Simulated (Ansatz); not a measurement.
Sn:

```
CELL_PARAMETERS angstrom
-1.89465 1.89465 1.89465
1.89465 -1.89465 1.89465
1.89465 1.89465 -1.89465
ATOMIC_POSITIONS crystal
Sn 0.00000 0.00000 0.00000
```

This isn't the form of Sn at room conditions, which is tetragonal (white tin).

* Program: Ansatz 0.2.0
* Task: relaxation of cell and atoms
* Functional: PBE
* Dispersion: D4
* Potentials or basis: all-electron LAPW, scalar-relativistic
* Basis error allowed: 0.001 eV/atom
* k mesh: 10 × 10 × 10
* Occupations: fermi-dirac, width 0.05 eV
* Spin: no spin polarisation

At the start: volume 27.20 Å³/atom.

Problem. How do energy, volume and symmetry change on relaxing?

Solution. Over 3 steps the energy falls by 5.3 meV/atom and the volume is 26.23 Å³/atom (-3.6 %); space group Im-3m (No. 229, to 0.05 Å).

The path:
```tsv
step	energy change (eV)	largest force (eV/Å)	volume (Å³)
1	0.0000	0.0000	27.20
2	-0.0053	0.0000	26.23
3	-0.0053	0.0000	26.23
```

Final structure:
```
CELL_PARAMETERS angstrom
-1.87173 1.87173 1.87173
1.87173 -1.87173 1.87173
1.87173 1.87173 -1.87173
ATOMIC_POSITIONS crystal
Sn 0.00000 0.00000 0.00000
```
